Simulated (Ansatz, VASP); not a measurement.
Sb: VASP beside Ansatz

```
Sb
1.0
     0.00000    2.30500    2.30500
     2.30500    0.00000    2.30500
     2.30500    2.30500    0.00000
Sb
1
Cartesian
  0.0000 0.0000 0.0000
```

Alike in both runs: task relaxation of cell and atoms; functional LDA; k mesh 12 × 12 × 12; occupations fermi-dirac, width 0.05 eV; no spin polarisation.

```csv
,VASP,Ansatz
version,VASP 6.6.1,Ansatz 0.2.0
potentials or method,"VASP PAW LDA potentials, release 64 (Sb), cutoff 600 eV","all-electron LAPW, scalar-relativistic"
```

```tsv
	VASP	Ansatz	Ansatz less VASP
relaxed volume (Å³/atom)	25.84	25.81	-0.024
relaxed cell length with the largest relative difference (Å)	3.318	3.317	-0.0010
energy change over the relaxation (meV/atom)	-16	-15	+0.8
```

Ansatz ran all-electron here, so the differences hold the error of VASP's frozen core and of both bases.

The runs have no spin-orbit coupling, so splittings on Sb are missing.
